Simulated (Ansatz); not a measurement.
The computed numbers are results of PBE, scalar-relativistic (no spin polarisation) in the plane-wave PAW code Ansatz at 420 eV, 12×12×12 k-mesh, Gaussian smearing of 0.05 eV. The datasets are Ansatz's generated set soft_2.

A compound NaX has these computed properties.

| Quantity | Value |
| --- | --- |
| Space group | Pm-3m (No. 221) |
| Conventional cell | a = 3.508 Å, b = 3.508 Å, c = 3.508 Å, α = 90.00°, β = 90.00°, γ = 90.00° |
| Volume | 21.58 Å³/atom |
| Band gap | 3.96 eV |
| Smallest direct gap | 4.45 eV |
| Bader charges | Na 0.88; X -0.88 e |
| Formation energy from the elements (0 K, uncorrected) | -1.69 eV/atom |
| Bulk modulus (Birch–Murnaghan) | 26 GPa |
| Pressure derivative B0′ | 4.6 |

Sites: Na on 1a, X on 1b.

Q: Which element is X?
A. P
B. Cl
C. S
D. K

A: B. X is Cl, so the compound is NaCl.

The chain of runs began from a cell as deposited in COD, expanded in volume.

Kohn–Sham gaps of semilocal functionals lie under measured ones, often by a third or more.
